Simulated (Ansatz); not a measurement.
The elements of this relaxed trial crystal are hidden behind letters.

```
lattice vectors (Å)
   1.6508    0.9531   12.2934
  -1.6508    0.9531   12.2934
   0.0000   -1.9062   12.2934
fractional positions
X 0.2932 0.2932 0.2932
X 0.7068 0.7068 0.7068
Z 0.8917 0.8917 0.8917
Z 0.5000 0.5000 0.5000
Z 0.1083 0.1083 0.1083
```

Method: Ansatz, DFT PBE, scalar-relativistic, plane waves, PAW. Plane waves to 420 eV, a 12×12×12 mesh through Γ for the 5-atom cell and 0.10 eV Gaussian smearing; no spin polarisation.

* Space group: R-3m (No. 166)
* Conventional cell: a = 3.302 Å, c = 36.880 Å
* Volume per atom: 23.21 Å³
* Density: 6.51 g/cm³
* Energy over the elements: +0.25 eV/atom
* Gap on the 12×12×12 mesh of the 5-atom cell: 0 eV (a metal)

Energies are uncorrected and count from the elements' standard states at the same level.

Task: X is a p-block element of period 5 and Z is a p-block element of period 4. Which elements are they?

Result: X = Sn, Z = Ge, so the formula is Sn2Ge3. Density times volume gives a mean mass of 6.51 × 23.21/1.6605 = 91.0 u per atom, and this set has 91.1 u. Around Sn lie 3 Ge at 3.16 Å, 6 Sn at 3.30 Å and 3 Sn at 3.52 Å; around Ge on a site of symmetry 3m lie 3 Ge at 2.87 Å, 3 Sn at 3.16 Å and 6 Ge at 3.30 Å; around Ge on a site of symmetry -3m lie 6 Ge at 2.87 Å and 6 Ge at 3.30 Å. Other sets within the hints have nearly the same mass, so mass alone doesn't settle it; this one was computed.

Symmetry constrained the relaxation, so the result can be a saddle point. Another cell of Sn2Ge3 relaxed alike, in C2/m, lies 39 meV/atom lower, so this cell isn't the stable form at this level.
